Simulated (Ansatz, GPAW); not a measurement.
# One calculation of TaN, 3 ways

```
CELL_PARAMETERS angstrom
0.00000 2.21132 2.21132
2.21132 0.00000 2.21132
2.21132 2.21132 0.00000
ATOMIC_POSITIONS crystal
Ta 0.50000 0.50000 0.50000
N 0.00000 0.00000 0.00000
```

The cell comes from a database or a generator and needn't be the stable form of this composition.

Alike in all runs: task single point; functional PBE; k mesh 10 × 10 × 10; occupations gaussian, width 0.017 eV; no spin polarisation; no spin-orbit coupling. A missing gap at this level doesn't show that the real crystal is a metal. Pressure is positive in compression and, in plane waves, holds the error of the finite cutoff, which Ansatz's Pulay term estimates and takes out.

```tsv
program and potentials	plane-wave cutoff (eV)	notes	band gap (eV)	pressure (GPa)
Ansatz, Ansatz PAW	420	-	?	?
Ansatz, all-electron LAPW, scalar-relativistic	-	-	no gap	-1.21
GPAW, GPAW PAW data sets (gpaw-data 1.2.1)	800	-	no gap	-1.58
```

Problem. Estimate from the other rows what the run with Ansatz, Ansatz PAW gave.

Solution. No band gap; pressure -1.37 GPa. Its pressure holds a Pulay term of +0.49 GPa. The other rows, which needn't bracket it: pressure -1.58 to -1.21.
